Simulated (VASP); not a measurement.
# ZnO (zincite): from the relaxed cell to its vibrations, part 2 of 2

What lattice, stiffness and vibrations does ZnO (zincite) have at one level of theory? The starting structure is a measured crystal structure from the Crystallography Open Database. All runs use LDA.

VASP 6.6.1.

So far. Step 3 (Elastic constants): The elastic tensor has C11 = 222.6, C12 = 139.7, C44 = 38.2 GPa, among others; its Hill averages are a bulk modulus of 162.7 and a shear modulus of 42.8 GPa. Step 4 (Modes of the relaxed cell): The zone-centre modes at 11.414 Å³ an atom are B1 (2) 555.3, E2 (2) 446.9, E1 413.8, A1 395.0, B1 (1) 260.5, E2 (1) 88.5 cm⁻¹.

## 5. Modes at 0.97 of that volume

Level of this step: LDA; plane waves and PAW (Zn, O) (VASP).

Shape and positions were first relaxed at this volume, in a run that isn't shown.

Contents of INCAR:

```
SYSTEM = ZnO
PREC = Accurate
ENCUT = 560
EDIFF = 1E-08
NELM = 100
ISMEAR = 0
SIGMA = 0.03
LREAL = .FALSE.
ALGO = Normal
GGA = CA
NBANDS = 24
LORBIT = 11
LWAVE = .FALSE.
LCHARG = .FALSE.
KPAR = 8
IBRION = 8
LEPSILON = .TRUE.
LPEAD = .TRUE.
ISIF = 2
```

Contents of POSCAR:

```
ZnO
1.0
    3.1627034326      0.0000000000      0.0000000000
   -1.5813517163      2.7389815173      0.0000000000
    0.0000000000      0.0000000000      5.1125732340
Zn O
2 2
Direct
    0.6666666667      0.3333333333      0.0003167015
    0.3333333333      0.6666666667      0.5003167015
    0.3333333333      0.6666666667      0.8786932985
    0.6666666667      0.3333333333      0.3786932985
```

Contents of KPOINTS:

```
Automatic mesh
0
Gamma
12 12 8
0 0 0
```

PAW data sets: Zn and O (LDA family, release 64).

Started as:

```
> mpirun -np 8 vasp_std
```

Log:

```text
[... set-up lines as in an earlier step ...]
 entering main loop
       N       E                     dE             d eps       ncg     rms          rms(c)
DAV:   1     0.289142925528E+03    0.28914E+03   -0.19524E+04  4624   0.236E+03
DAV:   2     0.389694356945E+01   -0.28525E+03   -0.27035E+03  4928   0.444E+02
DAV:   3    -0.237982374642E+02   -0.27695E+02   -0.27469E+02  5264   0.144E+02
DAV:   4    -0.242302154850E+02   -0.43198E+00   -0.43176E+00  5192   0.188E+01
[...]
DAV:  15    -0.211363092298E+02    0.29603E-07   -0.75701E-07  4888   0.652E-03    0.105E-03
DAV:  16    -0.211363092142E+02    0.15597E-07   -0.89990E-08  5528   0.250E-03    0.341E-04
DAV:  17    -0.211363092111E+02    0.30732E-08   -0.38865E-09  2568   0.852E-04
   1 F= -.21136309E+02 E0= -.21136309E+02  d E =-.168210E-12
 Linear response reoptimize wavefunctions to high precision
DAV:   1    -0.211363092108E+02    0.29013E-09   -0.77604E-10  2520   0.349E-04
DAV:   2    -0.211363092109E+02   -0.16371E-10   -0.56845E-11  2496   0.745E-05
 Linear response to external field (no local field effect), progress :
[...]
RMM:  12    -0.352992016967E+00   -0.67275E-08   -0.63391E-09 43862   0.669E-06    0.637E-07
 first order change of Fermi-energy   0.10740E-03
 force on displaced ion       3 direction 1 : -10.127   0.000   0.000
 Born effective charge ion    3 direction 1 :  -2.058   0.000   0.000
 Linear response progress:
  Degree of freedom:   4/  4
       N       E                     dE             d eps       ncg     rms          rms(c)
RMM:   1    -0.379735272608E+00   -0.37974E+00    0.57768E-01 13906   0.424E+00
RMM:   2    -0.369673495974E+00    0.10062E-01   -0.11204E-02  8820   0.115E+00    0.358E-01
RMM:   3    -0.370702704594E+00   -0.10292E-02   -0.15068E-03  9562   0.290E-01    0.181E-01
RMM:   4    -0.371826700233E+00   -0.11240E-02   -0.43253E-04  9106   0.136E-01    0.431E-02
[...]
RMM:  14    -0.371856906232E+00   -0.94125E-07   -0.13032E-09  9930   0.554E-06    0.570E-07
RMM:  15    -0.371856809408E+00    0.96823E-07   -0.26406E-10  5373   0.317E-06    0.194E-07
RMM:  16    -0.371856852904E+00   -0.43495E-07   -0.34744E-10  5426   0.327E-06    0.767E-08
 first order change of Fermi-energy  -0.27479E+00
 force on displaced ion       3 direction 3 :  -0.000   0.000 -13.895
 Born effective charge ion    3 direction 3 :   0.000  -0.000  -2.112
 Born effective charges drift removed
 Linear response finished
```

It took 3.5 min on 8 MPI ranks of Intel Xeon Platinum 8488C (Sapphire Rapids), shared host; peak memory 12 GiB.

From OUTCAR (step 5):

```text
  Total        1.4604096      1.4604096      1.4711492     -0.0000000      0.0000000      0.0000000
  in kB       52.8321346     52.8321346     53.2206500     -0.0000000      0.0000000      0.0000000
  external PRESSURE =      52.9616397 kB  Pullay stress =       0.0000000 kB

 POSITION                                       TOTAL-FORCE (eV/Angst)
 -----------------------------------------------------------------------------------
      1.58135      0.91299      0.00162         0.000000      0.000000      0.000584
     -0.00000      1.82599      2.55791         0.000000     -0.000000      0.000584
     -0.00000      1.82599      4.49238        -0.000000     -0.000000     -0.000584
      1.58135      0.91299      1.93610        -0.000000      0.000000     -0.000584
 -----------------------------------------------------------------------------------
    total drift:                                0.000000      0.000001     -0.000423

 MACROSCOPIC STATIC DIELECTRIC TENSOR (including local field effects in DFT)
 ------------------------------------------------------
           4.882213     0.000000     0.000000
          -0.000000     4.882213     0.000000
           0.000000     0.000000     4.952843
 ------------------------------------------------------

 MACROSCOPIC STATIC DIELECTRIC TENSOR IONIC CONTRIBUTION
 ------------------------------------------------------
           3.806043    -0.000000     0.000000
          -0.000000     3.806043     0.000000
           0.000000     0.000000     4.350849
 ------------------------------------------------------

[... 1 part as in an earlier step ...]

[... 1 further part left out ...]
```

The zone-centre modes at 11.072 Å³ an atom are B1 (2) 580.0, E2 (2) 473.2, E1 438.5, A1 421.4, B1 (1) 269.0, E2 (1) 82.0 cm⁻¹.

## 6. Modes at 1.03 of that volume

Shape and positions were first relaxed at this volume, in a run that isn't shown.

INCAR is that of step 5.

Contents of POSCAR:

```
ZnO
1.0
    3.2264570841      0.0000000000      0.0000000000
   -1.6132285421      2.7941937991      0.0000000000
    0.0000000000      0.0000000000      5.2163915975
Zn O
2 2
Direct
    0.6666666667      0.3333333333      0.0002688310
    0.3333333333      0.6666666667      0.5002688310
    0.3333333333      0.6666666667      0.8787411690
    0.6666666667      0.3333333333      0.3787411690
```

KPOINTS is that of step 5.

Started as:

```
> mpirun -np 8 vasp_std
```

Log:

```text
[... set-up lines as in an earlier step ...]
 entering main loop
       N       E                     dE             d eps       ncg     rms          rms(c)
DAV:   1     0.292355878864E+03    0.29236E+03   -0.19423E+04  4592   0.231E+03
DAV:   2     0.514638827610E+01   -0.28721E+03   -0.27242E+03  4920   0.441E+02
DAV:   3    -0.237236062980E+02   -0.28870E+02   -0.28633E+02  5320   0.145E+02
DAV:   4    -0.241982657961E+02   -0.47466E+00   -0.47437E+00  5176   0.195E+01
[...]
DAV:  15    -0.211430057965E+02    0.22599E-07   -0.45602E-07  4888   0.541E-03    0.169E-03
DAV:  16    -0.211430057540E+02    0.42577E-07   -0.99816E-08  5608   0.260E-03    0.462E-04
DAV:  17    -0.211430057473E+02    0.66702E-08   -0.11355E-08  2648   0.166E-03
   1 F= -.21143006E+02 E0= -.21143006E+02  d E =-.614896E-16
 Linear response reoptimize wavefunctions to high precision
DAV:   1    -0.211430057469E+02    0.40382E-09   -0.12620E-08  4832   0.139E-03
DAV:   2    -0.211430057469E+02   -0.72760E-11   -0.10972E-10  2424   0.875E-05
 Linear response to external field (no local field effect), progress :
[...]
RMM:  12    -0.353273100551E+00    0.27086E-08    0.27341E-10 43756   0.668E-06    0.662E-07
 first order change of Fermi-energy  -0.72436E-04
 force on displaced ion       3 direction 1 :  -8.116   0.000   0.000
 Born effective charge ion    3 direction 1 :  -2.090   0.000   0.000
 Linear response progress:
  Degree of freedom:   4/  4
       N       E                     dE             d eps       ncg     rms          rms(c)
RMM:   1    -0.378552915323E+00   -0.37855E+00    0.55521E-01 13881   0.411E+00
RMM:   2    -0.369097956745E+00    0.94550E-02   -0.10561E-02  8845   0.108E+00    0.307E-01
RMM:   3    -0.370059375993E+00   -0.96142E-03   -0.13215E-03  9581   0.270E-01    0.156E-01
RMM:   4    -0.371104505259E+00   -0.10451E-02   -0.39717E-04  9155   0.126E-01    0.358E-02
[...]
RMM:  10    -0.371128313127E+00    0.64396E-06    0.27280E-09 10617   0.145E-04    0.282E-05
RMM:  11    -0.371128664294E+00   -0.35117E-06   -0.10008E-08  9819   0.501E-05    0.753E-06
RMM:  12    -0.371128654390E+00    0.99044E-08   -0.81238E-10 10136   0.173E-05    0.288E-06
 first order change of Fermi-energy  -0.29495E+00
 force on displaced ion       3 direction 3 :   0.000   0.000 -11.520
 Born effective charge ion    3 direction 3 :   0.000  -0.000  -2.145
 Born effective charges drift removed
 Linear response finished
```

The job ended after 6 min (8 MPI ranks; peak memory 12 GiB).

From OUTCAR (step 6):

```text
  Total       -1.3063759     -1.3063759     -1.3097875      0.0000000      0.0000000      0.0000000
  in kB      -44.5067748    -44.5067748    -44.6230052      0.0000000      0.0000000      0.0000000
  external PRESSURE =     -44.5455183 kB  Pullay stress =       0.0000000 kB

 POSITION                                       TOTAL-FORCE (eV/Angst)
 -----------------------------------------------------------------------------------
      1.61323      0.93140      0.00140        -0.000000     -0.000000      0.000462
     -0.00000      1.86280      2.60960        -0.000000      0.000000      0.000462
     -0.00000      1.86280      4.58386        -0.000000     -0.000000     -0.000462
      1.61323      0.93140      1.97566         0.000000      0.000000     -0.000462
 -----------------------------------------------------------------------------------
    total drift:                               -0.000000     -0.000000     -0.000191

 MACROSCOPIC STATIC DIELECTRIC TENSOR (including local field effects in DFT)
 ------------------------------------------------------
           5.088237    -0.000000     0.000000
          -0.000000     5.088237     0.000000
          -0.000000     0.000000     5.164401
 ------------------------------------------------------

 MACROSCOPIC STATIC DIELECTRIC TENSOR IONIC CONTRIBUTION
 ------------------------------------------------------
           4.668874    -0.000000     0.000000
          -0.000000     4.668874    -0.000000
           0.000000    -0.000000     5.448398
 ------------------------------------------------------

[... 1 part as in an earlier step ...]

[... 1 further part left out ...]
```

The zone-centre modes at 11.757 Å³ an atom are B1 (2) 532.6, E2 (2) 421.1, E1 390.0, A1 371.2, B1 (1) 254.7, E2 (1) 94.7 cm⁻¹.

## 7. Comparison

```csv
run,volume (Å³/atom),B1 (2),E2 (2),E1,A1,B1 (1),E2 (1),core minutes
relaxation,11.414,-,-,-,-,-,-,0.773
elastic constants,11.414,-,-,-,-,-,-,46.0
modes of the relaxed cell,11.414,555.3,446.9,413.8,395.0,260.5,88.5,37.7
modes at 0.97 of that volume,11.072,580.0,473.2,438.5,421.4,269.0,82.0,27.9
modes at 1.03 of that volume,11.757,532.6,421.1,390.0,371.2,254.7,94.7,47.9
```

Modes are in cm⁻¹, degenerate ones as one, matched by symmetry and order. A number in brackets counts the listed modes of one symmetry from the lowest. The symmetry labels come from an automatic analysis and can be wrong where levels nearly coincide. Core minutes are wall time times ranks of the run shown, on a shared host.

## 8. What came out

| Quantity | Value |
| --- | --- |
| relaxed volume | 11.41 Å³/atom |
| bulk modulus from two volumes | 164 GPa |
| Hill shear modulus | 42.8 GPa |
| mode B1 (2) | 555.3 cm⁻¹ |
| mode E2 (2) | 446.9 cm⁻¹ |
| mode E1 | 413.8 cm⁻¹ |
| mode A1 | 395.0 cm⁻¹ |
| mode B1 (1) | 260.5 cm⁻¹ |
| mode E2 (1) | 88.5 cm⁻¹ |
| Grüneisen parameter of B1 (2) | 1.42 |
| Grüneisen parameter of E2 (2) | 1.94 |
| Grüneisen parameter of E1 | 1.95 |
| Grüneisen parameter of A1 | 2.11 |
| Grüneisen parameter of B1 (1) | 0.91 |
| Grüneisen parameter of E2 (1) | -2.41 |

**Reading.** At the LDA level ZnO (zincite) relaxes to 11.41 Å³ an atom. The bulk modulus is 163.5 GPa from the pressures at two volumes and 162.7 GPa as the Hill average of the elastic tensor, so the two routes agree. The mode Grüneisen parameters, from the cells at 0.97 and 1.03 of the volume, run from -2.41 (E2 (1)) to 2.11 (A1). The dielectric constants and Born charges in the logs aren't compared here; at a small gap they can be far off, and in a run without a gap they mean nothing. The frequencies are harmonic, and the splitting of polar modes by their long-range field is left out. All values are for a static lattice. Further runs on this material are not shown.

[Lines on the potential files, build, host, timing and source positions are cut from VASP's logs without a mark.]

[Logs are printed without paths, hosts, clocks, repeated set-up lines and the standing remarks that a program may print on its own settings, such as how far it seeks lower states.]

[Hosts, paths, dates, database ids (printed as entryN), source tags and the programs' standing remarks are cut or masked in the printed files.]
